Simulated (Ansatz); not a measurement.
The cell is COD entry 5000222, as deposited and not checked against the literature; nothing was relaxed. The listed cell was then made from it by scaling, straining or moving an atom.

CaF$_{2}$: DFT, PBEsol, all-electron LAPW, scalar-relativistic (Ansatz 0.2.0). What sets it apart from a plain run of this crystal: volume scaled by 1.04.

Command: `ansatz run input.yaml --threads 1 --pin off --max-ram 6144MiB --backend cpu --events-out ev --progress --plain --runs-dir out` The run took 9.9 s on 1 thread of Arm Neoverse V1, with other jobs on the host, peak memory 0.28 GiB.

```yaml
crystal:
  lattice:
    - [0.0, 2.7671916217, 2.7671916217]
    - [2.7671916217, 0.0, 2.7671916217]
    - [2.7671916217, 2.7671916217, 0.0]
  atoms:
    - { symbol: Ca, position: [0.0, 0.0, 0.0] }
    - { symbol: F, position: [0.25, 0.25, 0.25] }
    - { symbol: F, position: [0.75, 0.75, 0.75] }
kpoints:
  mp_grid: { grid: [8, 8, 8] }
  band_path:
    path:
      - [0.0, 0.0, 0.0]
      - [0.5, 0.0, 0.5]
      - [0.625, 0.25, 0.625]
      - [0.375, 0.375, 0.75]
      - [0.0, 0.0, 0.0]
      - [0.5, 0.5, 0.5]
      - [0.5, 0.25, 0.75]
      - [0.5, 0.0, 0.5]
    npoints: 5
scf:
  occupations: { method: fermi_dirac, width: 0.02 }
hamiltonian:
  xc: pbesol
  pseudopotentials: { kind: all_electron, lapw: { basis_error: 0.001 } }
output:
  forces: true
  stress: true
  eigenvalues: true
```

Output (standing set-up lines are left out):

```
LAPW: plane waves up to 8.166 Å⁻¹, error target 1.0e-3 eV per atom; small_component_spin mean_spin; F in spheres of 1.172 Å, 7 of its electrons in bands, Dirac shells []; Ca in spheres of 1.225 Å, 18 of its electrons in bands, Dirac shells []
Crystal: 3 atoms, lattice volume = 42.379 Å³
Basis set: ecut = 254.06649071999217 eV, 387 PW (Γ), exchange–correlation at level 2
Space group: Fm-3m (ITA 225), of the structure as read, at distance tolerance 3.5e-5 Å
SCF iter   1: F=—  HF=-23920.463342 eV  |F-HF|=—  |Δ(HF+E_count)|=         —  Δρ=4.45e-2  dr2=1.03e0  ethr=3.23e-3  ⟨swp⟩=2.0  Hψ=3728  notcnv=0
preconditioner: auto → none  [insulator: Δε(μ)=8.482 eV  Ē_g=19.389 eV  σ=0.020 eV  W_gap=1.00  n_scr=14 (ndim 8)  ℏωp=26.8 eV  f_vac=0.000  D(μ)=0.00/eV (n_scr^D=0)  ε∞_Penn≈2.9]
iter 2 solved again at ethr=1.43e-4 eV; its pass at ethr=3.23e-3 eV (dr2=4.57e-2 eV) is discarded
SCF iter   2: F=—  HF=-23919.563317 eV  |F-HF|=—  |Δ(HF+E_count)|=   9.00e-1  Δρ=8.28e-3  dr2=4.58e-2  ethr=1.43e-4  ⟨swp⟩=2.0  Hψ=3326  notcnv=0
SCF iter   3: F=—  HF=-23919.313536 eV  |F-HF|=—  |Δ(HF+E_count)|=   2.50e-1  Δρ=9.95e-3  dr2=5.62e-2  ethr=1.43e-4  ⟨swp⟩=3.0  Hψ=2165  notcnv=0
SCF iter   4: F=—  HF=-23919.326597 eV  |F-HF|=—  |Δ(HF+E_count)|=   1.31e-2  Δρ=9.07e-4  dr2=6.01e-4  ethr=1.43e-4  ⟨swp⟩=3.0  Hψ=1946  notcnv=0
SCF iter   5: F=—  HF=-23919.327141 eV  |F-HF|=—  |Δ(HF+E_count)|=   5.44e-4  Δρ=2.96e-4  dr2=6.39e-5  ethr=1.88e-6  ⟨swp⟩=2.9  Hψ=1943  notcnv=0
SCF iter   6: F=—  HF=-23919.327200 eV  |F-HF|=—  |Δ(HF+E_count)|=   5.95e-5  Δρ=1.07e-4  dr2=7.08e-6  ethr=2.00e-7  ⟨swp⟩=3.0  Hψ=1946  notcnv=0
SCF iter   7: F=—  HF=-23919.327213 eV  |F-HF|=—  |Δ(HF+E_count)|=   1.29e-5  Δρ=2.92e-5  dr2=5.20e-7  ethr=2.21e-8  ⟨swp⟩=2.0  Hψ=1769  notcnv=0
SCF iter   8: F=-23919.327213 eV  HF=-23919.327213 eV  |F-HF|=1.05e-8  |Δ(HF+E_count)|=   4.59e-7  Δρ=3.03e-6  dr2=5.50e-9  ethr=1.63e-9  ⟨swp⟩=2.0  Hψ=1770  notcnv=0
SCF 1 converged in 8 iterations: F = -23919.327213 eV  dr2 = 5.50e-9
NSCF: frozen V_eff on 36 k-points
SCF converged after 8 iterations
Free energy (F): -23919.327213 eV
Harris-Foulkes:  -23919.327213 eV  (|F-HF|=1.05e-8)
Internal energy: -23919.327213 eV  (E = F + TS)
E sigma→0 (E₀):  -23919.327213 eV
Fermi energy:    6.600656 eV
--- Per-component energies (eV) ---
  E_band       = -2909.540910
  E_kinetic    = 24049.942483
  E_xc         = -1512.458903
  E_electrostatic = -46456.810793  (all electrons and nuclei)
  E_smearing   = -0.000000  (= −TS)
  E_closure    = 0.000000  (closes the sum)
  E_atoms      = -23901.477175  (free atoms, spherical and without spin; not in F)
  Σ components = -23919.327213   (vs F -23919.327213, Δ=0.00e0)
  Basis errors (estimates in eV, not in F): energy 4.0e-4 per atom: plane waves 3.8e-4 (2.1e-4 summed), levels above the bands 7.3e-156, relativity 3.4e-8, radial functions 2.4e-5, core shells 4.6e-9; eigenvalues (radial functions only) 3.7e-6; not estimated: angular momenta, meshes, grids; target (lapw.basis_error) 1.0e-3; muffin-tin radii F 1.172 Å, Ca 1.225 Å
--- Forces (eV/Å), atoms counted from 1 ---
  atom   1  Ca    -0.00000000     0.00000000    -0.00000000
  atom   2  F      0.00000000     0.00000000     0.00000000
  atom   3  F      0.00000000    -0.00000000     0.00000000
  max |Σ_I F_I| component: 1.27e-17 eV/Å
--- Stress (GPa, compression-positive) ---
       -4.687949       0.000000       0.000000
        0.000000      -4.687949      -0.000000
        0.000000      -0.000000      -4.687949
  P = ⅓ Tr σ = -4.6879 GPa (-46.879 kbar)
--- Band table (eV; the first three rows and the last of 29) ---
  k-point 0: bands = ["-399.4169", "-320.1151", "-320.1151", "-320.1151", "-32.8697", "-16.5780", "-15.8514", "-13.8896", "-13.8896", "-13.8896", "1.1262", "1.1262", "1.1262", "2.8918", "2.8918", "2.8918", "10.0254", "12.1203", "12.1203", "14.0607"]
  k-point 1: bands = ["-399.4169", "-320.1151", "-320.1151", "-320.1151", "-32.8657", "-16.6163", "-15.8880", "-13.8949", "-13.8949", "-13.8235", "1.1928", "1.1928", "1.2437", "2.7145", "2.8230", "2.8230", "10.4210", "12.1501", "12.1501", "13.9171"]
  k-point 2: bands = ["-399.4169", "-320.1151", "-320.1151", "-320.1151", "-32.8559", "-16.6807", "-16.0070", "-13.9078", "-13.9078", "-13.6581", "1.3684", "1.3684", "1.5218", "2.3443", "2.6467", "2.6467", "11.3298", "12.2222", "12.2222", "13.6787"]
  k-point 28: bands = ["-399.4169", "-320.1151", "-320.1151", "-320.1151", "-32.8328", "-16.5640", "-16.5640", "-13.9822", "-13.5678", "-13.5678", "0.9554", "1.0726", "2.1297", "2.1297", "2.8782", "3.0572", "11.3811", "12.6780", "12.7994", "12.7994"]
```
